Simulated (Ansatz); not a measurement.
# Equation of state of Yb

```
Yb
1.0
    -2.15148    2.15148    2.15148
     2.15148   -2.15148    2.15148
     2.15148    2.15148   -2.15148
Yb
1
Direct
  0.00000 0.00000 0.00000
```

The cell is the one relaxed in the Materials Project (mp-71), not relaxed further here; entries there can be hypothetical.

Semilocal functionals without a Hubbard term describe localised f shells poorly; where the shell is localised, the real material differs.

Spin–orbit coupling is left out, though it moves levels of the heavy atoms by tenths of an eV or more.

Methods: DFT, PBEsol, all-electron LAPW, scalar-relativistic (Ansatz 0.2.0); DFT, PBEsol, PAW with Ansatz's default frozen-core files, scalar-relativistic (Ansatz 0.2.0).

For LAPW: a Γ-centred 12×12×12 k mesh, Fermi–Dirac smearing of 0.05 eV, basis error target 1 meV/atom, no spin polarisation. PAW takes a cutoff of 420 eV at this cell (files made with PBE, cores remade for this functional). The Ansatz runs share mesh, smearing and spin set-up. Plane-wave (PAW) pressures include the program's estimate of the Pulay term.

The cell above is scaled evenly, with fractional coordinates and shape held.

```
V/V(cell)  V (Å³/atom)  P, LAPW (GPa)  P, PAW (GPa)
   0.9405       37.466          -2.80         -2.83
   0.9800       39.039          -3.22         -3.24
   1.0000       39.836          -3.39         -3.41
   1.0200       40.633          -3.54         -3.56
   1.0600       42.226              ?             ?
```

Q: Fill in the row V/V(cell) = 1.0600.

A: P, LAPW (GPa) = -3.78, P, PAW (GPa) = -3.81.
